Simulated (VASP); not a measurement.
Al2Ru:

```
Ru Al
1.0
    -1.56042    1.56042    4.22181
     1.56042   -1.56042    4.22181
     1.56042    1.56042   -4.22181
Ru Al
1 2
Direct
  0.00000 0.00000 0.00000
  0.34080 0.34080 0.00000
  0.65920 0.65920 0.00000
```

The cell comes from a database or a generator and needn't be the stable form of this composition.

* Program: VASP 6.6.1
* Task: single point
* Functional: PBEsol
* Potentials or basis: VASP PAW PBE potentials, release 64 (Ru_pv, Al)
* Cutoff: 520 eV
* k mesh: 12 × 12 × 12
* Occupations: fermi-dirac, width 0.05 eV
* Spin: no spin polarisation

On this cell: pressure -0.4 GPa; largest force 0.047 eV/Å; band gap on the k mesh none (metal or under the smearing width).

The same run follows on a disturbed copy (atoms moved at random, drawn with an rms of 0.05 Å):

```
CELL_PARAMETERS angstrom
-1.56042 1.56042 4.22181
1.56042 -1.56042 4.22181
1.56042 1.56042 -4.22181
ATOMIC_POSITIONS crystal
Ru 0.01481 0.00199 0.00329
Al 0.33971 0.33851 0.99676
Al 0.65565 0.64251 0.98224
```

Q: What does the disturbed cell give?

A: The energy (extrapolated to zero smearing) moves by +8.7 meV/atom; pressure 0.1 GPa; largest force 0.609 eV/Å; band gap on the k mesh none (metal or under the smearing width).

Forces on the atoms (eV/Å):
```
Ru  -0.148 -0.278 -0.522
Al  -0.159  0.093  0.204
Al   0.307  0.185  0.318
```

Stress tensor (GPa, compression positive):
```
0.14 0.08 0.08
0.08 0.17 0.20
0.08 0.20 0.05
```

Caveats: the PAW data sets were made with another functional, which shifts forces and pressure a little.
